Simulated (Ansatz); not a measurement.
# ZrS₂ from a semilocal functional to hybrids

```cif
data_structure
_symmetry_space_group_name_H-M 'P-3m1'
_symmetry_Int_Tables_number 164
_cell_length_a 3.6437
_cell_length_b 3.6437
_cell_length_c 5.8059
_cell_angle_alpha 90.000
_cell_angle_beta 90.000
_cell_angle_gamma 120.000
_cell_volume 66.76
loop_
_atom_site_label
_atom_site_type_symbol
_atom_site_symmetry_multiplicity
_atom_site_Wyckoff_symbol
_atom_site_fract_x
_atom_site_fract_y
_atom_site_fract_z
_atom_site_occupancy
Zr1 Zr 1 a 0.00000 0.00000 0.00000 1
S1 S 2 d 0.33333 0.66667 0.25101 1
```

All runs: Ansatz, plane waves and PAW, scalar-relativistic (no spin–orbit coupling), 4×4×2 k-mesh, Gaussian smearing of 0.05 eV, no spin polarisation. Semilocal reference PBE: gap 0.74 eV, pressure 2.7 GPa. The hybrids carry no U.

Question: How do gap and pressure depend on the exact exchange?

Answer: 
| functional | gap | pressure (GPa) | cutoff (eV) | core-seconds |
| --- | --- | --- | --- | --- |
| PBE0-type hybrid with an exact-exchange fraction taken as 1/ε∞ | 1.33 eV | 2.1 | 420 | 180 |
| HSE06-type hybrid with a screening parameter of 0.3 Å⁻¹ | 1.34 eV | 1.5 | 420 | 18 |
| HSE06-type hybrid with an exact-exchange fraction of 0.15 and a screening parameter of 0.1 Å⁻¹ | 1.38 eV | 1.9 | 420 | 17 |
| PBE0-type hybrid with an exact-exchange fraction of 0.15 | 1.61 eV | 1.9 | 420 | 17 |
| PBE0 + D4 | 2.22 eV | -0.6 | 420 | 18 |
| revPBE0 | 2.27 eV | 2.6 | 420 | 18 |
| r2SCAN0 | 2.44 eV | 1.4 | 500 | 29 |

In the PBE0 form the gap grows almost linearly with the exact-exchange fraction, by 0.60 eV for each tenth. The dielectric-dependent PBE0 form takes the fraction 0.103 = 1/ε∞, that is ε∞ = 9.7. On shared hosts the hybrid runs at the reference's cutoff took roughly 14 to 150 times the core time of the semilocal one on the same mesh, with some more bands. Measured gap: 1.68 eV (indirect; “Stress-Tuned Optical Transitions in Layered 1T-MX2 (M= Hf, Zr, Sn; X= S, Se) Crystals”, 2022, arxiv:2210.12074).

Caveats: core times come from shared hosts and scatter; gaps are read on a coarse mesh; stress loosely converged.
